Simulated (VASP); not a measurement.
# InP in VASP: a series of runs

Runs on InP. Level: PBEsol. Tasks: single point, relaxation of the atoms.

All numbers are computed with VASP 6.6.1; they aren't measurements. Logs are shortened: lines on timing, memory, paths and dates and some standing lists are left out, and cuts for length are marked.

## 1. The slab as given

The cell holds a slab with vacuum, 14 atoms: a = 4.157 Å, b = 5.879 Å, c = 27.471 Å, α = 90.00°, β = 90.00°, γ = 90.00°.

## 2. Single point, PBEsol

The input, INCAR:

```
PREC = Accurate ; ENCUT = 520
EDIFF = 1E-6 ; ISMEAR = 0
SIGMA = 0.03 ; LREAL = False
LASPH = True ; NELM = 80
ALGO = Fast ; ISIF = 2
LWAVE = False ; LCHARG = False
LDIPOL = True ; IDIPOL = 3
DIPOL = 0.5 0.5 0.500 ; GGA = PS
LVHAR = True ; LVACPOTAV = True
ICORELEVEL = 1 ; KPAR = 4
```

The input, KPOINTS:

```
Automatic mesh
0
Gamma
  7 5 1
```

The input, POSCAR:

```
InP
1.0
    4.1568417600      0.0000000000      0.0000000000
    0.0000000000      5.8786620000      0.0000000000
    0.0000000000      0.0000000000     27.4705252900
In P
7 7
Direct
    0.5000000000      0.5000000000      0.2730199000
    0.0000000000      0.0000000000      0.3486799300
    0.5000000000      0.5000000000      0.4243399700
    0.0000000000      0.0000000000      0.5000000000
    0.5000000000      0.5000000000      0.5756600300
    0.0000000000      0.0000000000      0.6513200700
    0.5000000000      0.5000000000      0.7269801000
    0.0000000000      0.7500000000      0.2730199000
    0.5000000000      0.2500000000      0.3486799300
    0.0000000000      0.7500000000      0.4243399700
    0.5000000000      0.2500000000      0.5000000000
    0.0000000000      0.7500000000      0.5756600300
    0.5000000000      0.2500000000      0.6513200700
    0.0000000000      0.7500000000      0.7269801000
```

Potentials or basis: VASP PAW PBE potentials, release 64 (In_d, P).

The run is started by

```sh
cat potpaw_PBE.64/In_d/POTCAR potpaw_PBE.64/P/POTCAR > POTCAR
mpirun -np 4 vasp_std > vasp.out
```

OUTCAR:

```text
PREC = Accurate
   ENCUT = 520
   EDIFF = 1E-6
   ISMEAR = 0
   LREAL = False
   LASPH = True
   NELM = 80
   ISIF = 2
   GGA = PS

 ion  position               nearest neighbor table
   1  0.500  0.500  0.273-   9 2.55   8 2.55   8 2.55
   2  0.000  0.000  0.349-   8 2.55   9 2.55   9 2.55  10 2.55
   3  0.500  0.500  0.424-  11 2.55  10 2.55  10 2.55   9 2.55
   4  0.000  0.000  0.500-  10 2.55  12 2.55  11 2.55  11 2.55
   5  0.500  0.500  0.576-  11 2.55  12 2.55  12 2.55  13 2.55
   6  0.000  0.000  0.651-  14 2.55  13 2.55  13 2.55  12 2.55
   7  0.500  0.500  0.727-  13 2.55  14 2.55  14 2.55
   8  0.000  0.750  0.273-   2 2.55   1 2.55   1 2.55
   9  0.500  0.250  0.349-   1 2.55   2 2.55   2 2.55   3 2.55
  10  0.000  0.750  0.424-   4 2.55   3 2.55   3 2.55   2 2.55
  11  0.500  0.250  0.500-   3 2.55   5 2.55   4 2.55   4 2.55
  12  0.000  0.750  0.576-   4 2.55   5 2.55   5 2.55   6 2.55
  13  0.500  0.250  0.651-   7 2.55   6 2.55   6 2.55   5 2.55
  14  0.000  0.750  0.727-   6 2.55   7 2.55   7 2.55

  LATTYP: Found a simple orthorhombic cell.
 ALAT       =     4.1568417600
 B/A-ratio  =     1.4142135639
 C/A-ratio  =     6.6085087853

  Lattice vectors:

 A1 = (   4.1568417600,   0.0000000000,   0.0000000000)
 A2 = (   0.0000000000,   5.8786620000,   0.0000000000)
 A3 = (   0.0000000000,   0.0000000000,  27.4705252900)

Analysis of symmetry for initial positions (statically):
=====================================================================
 Subroutine PRICEL returns:
 Original cell was already a primitive cell.

 Routine SETGRP: Setting up the symmetry group for a
 simple orthorhombic supercell.

 Subroutine GETGRP returns: Found  4 space group operations
 (whereof  4 operations were pure point group operations)
 out of a pool of  8 trial point group operations.

The static configuration has the point symmetry C_2v.

Analysis of symmetry for dynamics (positions and initial velocities):
=====================================================================
 Subroutine PRICEL returns:
 Original cell was already a primitive cell.

 Routine SETGRP: Setting up the symmetry group for a
 simple orthorhombic supercell.

 Subroutine GETGRP returns: Found  4 space group operations
 (whereof  4 operations were pure point group operations)
 out of a pool of  8 trial point group operations.

The dynamic configuration has the point symmetry C_2v.

 Subroutine INISYM returns: Found  4 space group operations
 (whereof  4 operations are pure point group operations),
 and found     1 'primitive' translations

----------------------------------------------------------------------------------------

                                     Primitive cell

  volume of cell :     671.2881

  direct lattice vectors                    reciprocal lattice vectors
     4.156841760  0.000000000  0.000000000     0.240567252  0.000000000  0.000000000
     0.000000000  5.878662000  0.000000000     0.000000000  0.170106735  0.000000000
     0.000000000  0.000000000 27.470525290     0.000000000  0.000000000  0.036402653

  length of vectors
     4.156841760  5.878662000 27.470525290     0.240567252  0.170106735  0.036402653

  position of ions in fractional coordinates (direct lattice)
     0.500000000  0.500000000  0.273019900
     0.000000000  0.000000000  0.348679930
     0.500000000  0.500000000  0.424339970
     0.000000000  0.000000000  0.500000000
     0.500000000  0.500000000  0.575660030
     0.000000000  0.000000000  0.651320070
     0.500000000  0.500000000  0.726980100
     0.000000000  0.750000000  0.273019900
     0.500000000  0.250000000  0.348679930
     0.000000000  0.750000000  0.424339970
     0.500000000  0.250000000  0.500000000
     0.000000000  0.750000000  0.575660030
     0.500000000  0.250000000  0.651320070
     0.000000000  0.750000000  0.726980100

  ion indices of the primitive-cell ions
   primitive index   ion index
                 1           1
                 2           2
                 3           3
                 4           4
[... 59 lines left out ...]
 SYSTEM =  unknown system
   PREC   = accura    normal or accurate (medium, high low for compatibility)
   ISTART =      0    job   : 0-new  1-cont  2-samecut
   ICHARG =      2    charge: 1-file 2-atom 10-const
   ISPIN  =      1    spin polarized calculation?
   LNONCOLLINEAR =      F non collinear calculations
   LSORBIT =      F    spin-orbit coupling
   LASPH  =      T    aspherical Exc in radial PAW
   ENCUT  =  520.0 eV  38.22 Ry    6.18 a.u.   7.73 10.93 51.08*2*pi/ulx,y,z
   NELM   =     80;   NELMIN=  2; NELMDL= -5     # of ELM steps
   EDIFF  = 0.1E-05   stopping-criterion for ELM
   LREAL  =      F    real-space projection
   EDIFFG = 0.1E-04   stopping-criterion for IOM
   NSW    =      0    number of steps for IOM
   IBRION =     -1    ionic relax: 0-MD 1-quasi-New 2-CG
   NFREE  =      0    steps in history (QN), initial steepest desc. (CG)
[... 24 lines left out ...]
   LRPA    =     F    only Hartree local field effects (RPA)
 non-spin polarized calculation
 RMM-DIIS sequential band-by-band and
 Gauss-broadening in eV      SIGMA  =   0.03
  energy-cutoff  :      520.00
  volume of cell :      671.29
 maximum number of plane-waves:     18115
 NGX is ok and might be reduce to    32
   NGX = 15   NGY = 21   NGZ =103

 dipolmoment           0.000000      0.000000      0.000000 electrons x Angstroem

 number of electron     125.9999982 magnetization

 dipolmoment           0.000000      0.000000     -0.000000 electrons x Angstroem

 Free energy of the ion-electron system (eV)
  ---------------------------------------------------
  ext. energy  EPLUGINS =         0.00000000
  ---------------------------------------------------
  free energy    TOTEN  =       -60.74347904 eV

  energy without entropy =      -60.74347904  energy(sigma->0) =      -60.74347904

 the core state eigenenergies are
   1-  1s -27743.1595  2s  -4149.6638  2p  -3723.6478  3s   -783.5738  3p   -644.1285
       3d   -427.8016  4s   -114.8210  4p    -73.2902
   2-  1s -27742.8561  2s  -4149.3783  2p  -3723.3597  3s   -783.3005  3p   -643.8550
       3d   -427.5277  4s   -114.5641  4p    -73.0342
   3-  1s -27743.0011  2s  -4149.5231  2p  -3723.5045  3s   -783.4451  3p   -643.9996
       3d   -427.6724  4s   -114.7082  4p    -73.1782
   4-  1s -27742.9060  2s  -4149.4305  2p  -3723.4116  3s   -783.3536  3p   -643.9081
       3d   -427.5809  4s   -114.6187  4p    -73.0890
   5-  1s -27743.0011  2s  -4149.5231  2p  -3723.5045  3s   -783.4451  3p   -643.9996
       3d   -427.6724  4s   -114.7082  4p    -73.1782
   6-  1s -27742.8561  2s  -4149.3783  2p  -3723.3597  3s   -783.3005  3p   -643.8550
       3d   -427.5277  4s   -114.5641  4p    -73.0342
   7-  1s -27743.1595  2s  -4149.6638  2p  -3723.6478  3s   -783.5738  3p   -644.1285
       3d   -427.8016  4s   -114.8210  4p    -73.2902
   8-  1s  -2076.7794  2s   -166.8924  2p   -117.3710
   9-  1s  -2077.2706  2s   -167.4554  2p   -117.9275
  10-  1s  -2077.1047  2s   -167.2973  2p   -117.7686
  11-  1s  -2077.2465  2s   -167.4341  2p   -117.9057
  12-  1s  -2077.1047  2s   -167.2973  2p   -117.7686
  13-  1s  -2077.2706  2s   -167.4554  2p   -117.9275
  14-  1s  -2076.7794  2s   -166.8924  2p   -117.3710

 E-fermi :   0.5208     XC(G=0):  -5.5352

 val. band max:        0.3885125278   @ k =   0.0000   0.2000   0.0000
 cond. band min:       0.7681850297   @ k =   0.0000   0.0000   0.0000
 fundamental gap:      0.3796725018
 Fermi energy:         0.5207717253

 k-point     1 :       0.0000    0.0000    0.0000
  band No.  band energies     occupation
      1     -13.9873      2.00000
      2     -13.9812      2.00000
      3     -13.9524      2.00000
      4     -13.9278      2.00000
      5     -13.9277      2.00000
      6     -13.8943      2.00000
[... 925 lines left out ...]
     74       4.7695      0.00000
     75       4.9190      0.00000

------------------------ aborting loop because EDIFF is reached ----------------------------------------

  FORCE on cell =-STRESS in cart. coord.  units (eV):
  Direction    XX          YY          ZZ          XY          YZ          ZX
  --------------------------------------------------------------------------------------
  -------------------------------------------------------------------------------------
  Total       -2.6083940     -2.8780659      0.7345891      0.0000000      0.0000000      0.0000000
  in kB       -6.2255085     -6.8691401      1.7532592      0.0000000      0.0000000      0.0000000
  external PRESSURE =      -3.7804631 kB  Pullay stress =       0.0000000 kB

 VOLUME and BASIS-vectors are now :
 -----------------------------------------------------------------------------
  energy-cutoff  :      520.00
  volume of cell :      671.29
      direct lattice vectors                 reciprocal lattice vectors
     4.156841760  0.000000000  0.000000000     0.240567252  0.000000000  0.000000000
     0.000000000  5.878662000  0.000000000     0.000000000  0.170106735  0.000000000
     0.000000000  0.000000000 27.470525290     0.000000000  0.000000000  0.036402653

 POSITION                                       TOTAL-FORCE (eV/Angst)
 -----------------------------------------------------------------------------------
      2.07842      2.93933      7.50000         0.000000      1.097736      1.134419
      0.00000      0.00000      9.57842        -0.000000     -0.330626      0.108057
      2.07842      2.93933     11.65684        -0.000000      0.269567      0.081667
      0.00000      0.00000     13.73526        -0.000000     -0.144307      0.000000
      2.07842      2.93933     15.81368        -0.000000      0.269567     -0.081667
      0.00000      0.00000     17.89210        -0.000000     -0.330626     -0.108057
      2.07842      2.93933     19.97053         0.000000      1.097736     -1.134419
      0.00000      4.40900      7.50000        -0.000000     -0.330737     -1.111909
      2.07842      1.46967      9.57842        -0.000000     -0.546780     -0.331518
      0.00000      4.40900     11.65684        -0.000000     -0.037663      0.095264
      2.07842      1.46967     13.73526        -0.000000     -0.098687      0.000000
      0.00000      4.40900     15.81368        -0.000000     -0.037663     -0.095264
      2.07842      1.46967     17.89210        -0.000000     -0.546780      0.331518
      0.00000      4.40900     19.97053        -0.000000     -0.330737      1.111909
 -----------------------------------------------------------------------------------
    total drift:                                0.000000      0.000059     -0.000000

  FREE ENERGIE OF THE ION-ELECTRON SYSTEM (eV)
  ---------------------------------------------------
  free  energy   TOTEN  =       -60.7434790364 eV

  energy  without entropy=      -60.7434790364  energy(sigma->0) =      -60.74347904

 vacuum level on the upper side and lower side of the slab         5.165         5.165
```

Wall time 6.3 min (4 MPI ranks of Intel Xeon 6975P-C (Granite Rapids), shared host); peak memory 0.96 GiB.

What came out:

| Quantity | Value |
| --- | --- |
| Free energy | -60.7435 eV |
| Largest force | 1.579 eV/Å |
| Band gap on the k mesh | 0.38 eV, indirect (least direct gap 0.39 eV) |
| Ionisation potential of the upper face | 4.78 eV |

Forces in eV/Å, atoms in the order of the input:
```
In   0.000  1.098  1.134
In   0.000 -0.331  0.108
In   0.000  0.270  0.082
In   0.000 -0.144  0.000
In   0.000  0.270 -0.082
In   0.000 -0.331 -0.108
In   0.000  1.098 -1.134
P    0.000 -0.331 -1.112
P    0.000 -0.547 -0.332
P    0.000 -0.038  0.095
P    0.000 -0.099  0.000
P    0.000 -0.038 -0.095
P    0.000 -0.547  0.332
P    0.000 -0.331  1.112
```

Core levels (eV, on the scale of the bands):
```tsv
atom	levels
1 In	1s -27743.2, 2s -4149.7, 2p -3723.6, 3s -783.6, 3p -644.1, 3d -427.8, 4s -114.8, 4p -73.3
2 In	1s -27742.9, 2s -4149.4, 2p -3723.4, 3s -783.3, 3p -643.9, 3d -427.5, 4s -114.6, 4p -73.0
3 In	1s -27743.0, 2s -4149.5, 2p -3723.5, 3s -783.4, 3p -644.0, 3d -427.7, 4s -114.7, 4p -73.2
4 In	1s -27742.9, 2s -4149.4, 2p -3723.4, 3s -783.4, 3p -643.9, 3d -427.6, 4s -114.6, 4p -73.1
5 In	1s -27743.0, 2s -4149.5, 2p -3723.5, 3s -783.4, 3p -644.0, 3d -427.7, 4s -114.7, 4p -73.2
6 In	1s -27742.9, 2s -4149.4, 2p -3723.4, 3s -783.3, 3p -643.9, 3d -427.5, 4s -114.6, 4p -73.0
```

Caveat: the PAW data sets were made with another functional, which shifts forces and pressure a little; spin-orbit coupling is left out, which moves the levels of the heavy elements. A hybrid or GW would open this gap; PBEsol tends to underestimate it.

## 3. Relaxation of the atoms, PBEsol

The input, INCAR:

```
SYSTEM = InP
PREC = Accurate
ENCUT = 520
EDIFF = 1E-6
ISMEAR = 0
SIGMA = 0.03
LREAL = .FALSE.
LASPH = .TRUE.
NELM = 80
ALGO = Normal
ISIF = 2
LWAVE = .FALSE.
LCHARG = .FALSE.
LDIPOL = .TRUE.
IDIPOL = 3
DIPOL = 0.5 0.5 0.500
GGA = PS
IBRION = 2
NSW = 80
EDIFFG = -0.02
KPAR = 4
```

The input, KPOINTS:

```
regular mesh
0
G
  7 5 1
  0 0 0
```

POSCAR is that of step 2.

Potentials or basis: VASP PAW PBE potentials, release 64 (In_d, P).

The run is started by

```sh
cat potpaw_PBE.64/In_d/POTCAR potpaw_PBE.64/P/POTCAR > POTCAR
mpirun -np 4 vasp_std > vasp.out
```

Wall time 38 min (4 MPI ranks of Intel Xeon 6975P-C (Granite Rapids), shared host); peak memory 1 GiB.

It converged, with:

- Free energy: -62.0055 eV
- Energy gained by relaxing: 90.1 meV/atom
- Ionic steps: 22
- Largest force after relaxing: 0.015 eV/Å
- Band gap on the k mesh: 1.00 eV, direct

Forces on the atoms (eV/Å):
```
In   0.000 -0.009  0.009
In   0.000  0.004 -0.002
In   0.000  0.003 -0.003
In   0.000  0.006  0.000
In   0.000  0.003  0.003
In   0.000  0.004  0.002
In   0.000 -0.009 -0.009
P    0.000  0.000  0.007
P    0.000  0.007 -0.012
P    0.000 -0.006  0.013
P    0.000 -0.003  0.000
P    0.000 -0.006 -0.013
P    0.000  0.007  0.012
P    0.000  0.000 -0.007
```

The path:
| step | energy change (eV) | largest force (eV/Å) | pressure (GPa) |
| --- | --- | --- | --- |
| 1 | 0.0000 | 1.5788 | -0.38 |
| 2 | -0.3673 | 1.2515 | -0.31 |
| 3 | -0.7337 | 0.8426 | -0.12 |
| 4 | -1.0413 | 0.5855 | -0.30 |
| 5 | -1.1828 | 0.3718 | -0.50 |
| 6 | -1.2251 | 0.2260 | -0.44 |
| 7 | -1.2258 | 0.2039 | -0.45 |
| 8 | -1.2381 | 0.1784 | -0.43 |
| 9 | -1.2418 | 0.1566 | -0.40 |
| 10 | -1.2514 | 0.1146 | -0.37 |
| 11 | -1.2536 | 0.0979 | -0.34 |
| 12 | -1.2578 | 0.0560 | -0.31 |
| 13 | -1.2582 | 0.0638 | -0.29 |
| 14 | -1.2602 | 0.0422 | -0.29 |
| 15 | -1.2603 | 0.0444 | -0.28 |
| 16 | -1.2613 | 0.0238 | -0.29 |
| 17 | -1.2613 | 0.0295 | -0.29 |
| 18 | -1.2617 | 0.0205 | -0.27 |
| 19 | -1.2617 | 0.0253 | -0.27 |
| 20 | -1.2617 | 0.0370 | -0.26 |
| 21 | -1.2617 | 0.0309 | -0.27 |
| 22 | -1.2620 | 0.0146 | -0.25 |

Final structure:
```xyz
14
Lattice="4.1568 0.0000 0.0000 0.0000 5.8787 0.0000 0.0000 0.0000 27.4705" Properties=species:S:1:pos:R:3 pbc="T T T"
In    2.0784    3.2731    7.9464
In    0.0000    5.7810    9.4813
In    2.0784    2.8640   11.6818
In    0.0000    5.7803   13.7353
In    2.0784    2.8640   15.7887
In    0.0000    5.7810   17.9892
In    2.0784    3.2731   19.5241
P     0.0000    4.5020    7.2628
P     2.0784    1.3737    9.5969
P     0.0000    4.3469   11.6258
P     2.0784    1.3767   13.7353
P     0.0000    4.3469   15.8448
P     2.0784    1.3737   17.8737
P     0.0000    4.5020   20.2077
```

Levels at points of the mesh, in eV from the valence-band top:
```tsv
k point	band 59	band 60	band 61	band 62	band 63	band 64	band 65	band 66	band 67	band 68
(0.00, 0.00, 0.00)	-0.44	-0.29	-0.24	-0.14	0.00	1.00	1.72	1.76	2.07	2.13
```

Caveat: the PAW data sets were made with another functional, which shifts forces and pressure a little; spin-orbit coupling is left out, which moves the levels of the heavy elements.

## 4. Single point, PBEsol

The input, INCAR:

```
PREC = Accurate ; ENCUT = 520
EDIFF = 1E-6 ; ISMEAR = 0
SIGMA = 0.03 ; LREAL = False
LASPH = True ; NELM = 80
ALGO = Fast ; ISIF = 2
LWAVE = False ; LCHARG = False
LDIPOL = True ; IDIPOL = 3
DIPOL = 0.5 0.5 0.500 ; GGA = PS
LVHAR = True ; LVACPOTAV = True
ICORELEVEL = 1 ; KPAR = 4
```

The input, KPOINTS:

```
Automatic mesh
0
Gamma
  7 5 1
```

The input, POSCAR:

```
InP                                     
1.0
    4.1568417600      0.0000000000      0.0000000000
    0.0000000000      5.8786620000      0.0000000000
    0.0000000000      0.0000000000     27.4705252900
  In              P             
     7     7
Direct
     0.5000000000000000    0.5567726143371806    0.2892696732979068
     0.0000000000000000    0.9833909405491762    0.3451461477246474
     0.5000000000000000    0.4871818104539827    0.4252487106333722
     0.0000000000000000    0.9832718408492698    0.5000000000000000
     0.5000000000000000    0.4871818104539827    0.5747512893666278
     0.0000000000000000    0.9833909405491762    0.6548538522753523
     0.5000000000000000    0.5567726143371806    0.7107303267020934
     0.0000000000000000    0.7658165143242903    0.2643860024596529
     0.5000000000000000    0.2336767401773039    0.3493509175678546
     0.0000000000000000    0.7394354124377953    0.4232085808379021
     0.5000000000000000    0.2341800945912717    0.5000000000000000
     0.0000000000000000    0.7394354124377953    0.5767914191620978
     0.5000000000000000    0.2336767401773039    0.6506490824321454
     0.0000000000000000    0.7658165143242903    0.7356139975403471
```

The run is started by

```sh
cat potpaw_PBE.64/In_d/POTCAR potpaw_PBE.64/P/POTCAR > POTCAR
mpirun -np 4 vasp_std > vasp.out
```

Wall time 4.6 min (4 MPI ranks of Intel Xeon 6975P-C (Granite Rapids), shared host); peak memory 0.93 GiB.

Results (log left out):

```yaml
Free_energy: -62.0055 eV
Largest_force: 0.014 eV/Å
Band_gap_on_the_k_mesh: 1.00 eV, direct
Ionisation_potential_of_the_upper_face: 5.17 eV
```

Forces in eV/Å, atoms in the order of the input:
```
In   0.000 -0.009  0.010
In   0.000  0.005  0.001
In   0.000  0.002 -0.003
In   0.000  0.006  0.000
In   0.000  0.002  0.003
In   0.000  0.005 -0.001
In   0.000 -0.009 -0.010
P    0.000  0.000  0.007
P    0.000  0.007 -0.011
P    0.000 -0.006  0.013
P    0.000 -0.003  0.000
P    0.000 -0.006 -0.013
P    0.000  0.007  0.011
P    0.000  0.000 -0.007
```

Levels at points of the mesh, in eV from the valence-band top:
```csv
k point,band 61,band 62,band 63,band 64,band 65,band 66
"(0.00, 0.00, 0.00)",-0.24,-0.14,0.00,1.00,1.72,1.76
```

Core levels (eV, on the scale of the bands):
| atom | levels |
| --- | --- |
| 1 In | 1s -27743.3, 2s -4149.8, 2p -3723.8, 3s -783.7, 3p -644.2, 3d -427.9, 4s -114.9, 4p -73.4 |
| 2 In | 1s -27743.0, 2s -4149.5, 2p -3723.5, 3s -783.5, 3p -644.0, 3d -427.7, 4s -114.7, 4p -73.2 |
| 3 In | 1s -27743.1, 2s -4149.6, 2p -3723.6, 3s -783.5, 3p -644.1, 3d -427.7, 4s -114.8, 4p -73.2 |
| 4 In | 1s -27743.1, 2s -4149.6, 2p -3723.6, 3s -783.5, 3p -644.1, 3d -427.7, 4s -114.8, 4p -73.2 |
| 5 In | 1s -27743.1, 2s -4149.6, 2p -3723.6, 3s -783.5, 3p -644.1, 3d -427.7, 4s -114.8, 4p -73.2 |
| 6 In | 1s -27743.0, 2s -4149.5, 2p -3723.5, 3s -783.5, 3p -644.0, 3d -427.7, 4s -114.7, 4p -73.2 |

Caveat: the PAW data sets were made with another functional, which shifts forces and pressure a little; spin-orbit coupling is left out, which moves the levels of the heavy elements. PBEsol gaps usually lie below the measured ones, often by a third to a half.
